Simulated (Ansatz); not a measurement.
**LiF (zincblende) under strain**

Zincblende LiF, relaxed with r2SCAN in Ansatz 0.2.0. The symmetry is F-43m (No. 216, cubic); a = 4.289 Å in the conventional setting, 9.86 Å³ an atom. Li has 4 F at 1.86 Å; F has 4 Li at 1.86 Å.

The axes x, y and z are those of this cell:
```yaml
crystal:
  lattice:
    - [0.00000, 2.14461, 2.14461]
    - [2.14461, 0.00000, 2.14461]
    - [2.14461, 2.14461, 0.00000]
  atoms:
    - { symbol: Li, position: [0.00000, 0.00000, 0.00000] }
    - { symbol: F, position: [0.25000, 0.25000, 0.25000] }
```

Unstrained: With PBE the gap is 7.930 eV and direct, at Γ. r2SCAN gives a direct gap of 8.663 eV at Γ. HSE06 gives a direct gap of 10.111 eV at Γ. Meshes: PBE 10×10×10, r2SCAN 10×10×10, HSE06 8×8×8. Strains are changes of length per length. After each strain the atoms were relaxed again with r2SCAN within the symmetry that the strain leaves, so tilts or polar shifts that break it weren't tested; points keep the names that they have in the unstrained zone. (Calculated; spin-unpolarised; the phase may be known or hypothetical.)

Changes of the least gap in eV (an overlap counts as a negative gap):
```
                                                                    strain  volume change (%)  space group     PBE  r2SCAN   HSE06  energy rise, r2SCAN (meV/atom)
                                         isotropic -2.22 % on every length               -6.5        F-43m  +0.386  +0.403  +0.420                             8.8
                                        biaxial -1.61 % in x and y, z held               -3.2        I-4m2  +0.172  +0.181  +0.189                             2.1
epitaxial +1.54 % in the plane normal to [111], free normal strain -0.93 %               +2.1          R3m  -0.176  -0.182  -0.187                             1.6
```

Isotropic -2.22 % on every length. HSE06: the gap goes from 10.111 to 10.531 eV (+0.420 eV). Stress change with r2SCAN, compression positive: xx +4.55, yy +4.55, zz +4.55 GPa. For HSE06, dE_g/d ln V = -6.2 eV over this step.

Biaxial -1.61 % in x and y, z held. HSE06: the gap goes from 10.111 to 10.300 eV (+0.189 eV); with r2SCAN the top three valence levels at Γ, degenerate before, become 2+1 from the top over 29 meV. Stress change with r2SCAN, compression positive: xx +2.13, yy +2.13, zz +1.83 GPa.

Epitaxial +1.54 % in the plane normal to [111], free normal strain -0.93 %. HSE06: the gap goes from 10.111 to 9.924 eV (-0.187 eV); with r2SCAN the top three valence levels at Γ, degenerate before, become 1+2 from the top over 84 meV. Stress change with r2SCAN, compression positive: xx -1.20, yy -1.20, zz -1.20, xy +0.58, xz +0.58, yz +0.58 GPa.

The meshes of the hybrids are coarse, so their gaps aren't converged to the digits shown.

The splittings at Γ are without spin-orbit coupling, which regroups them where it is of like size or larger.
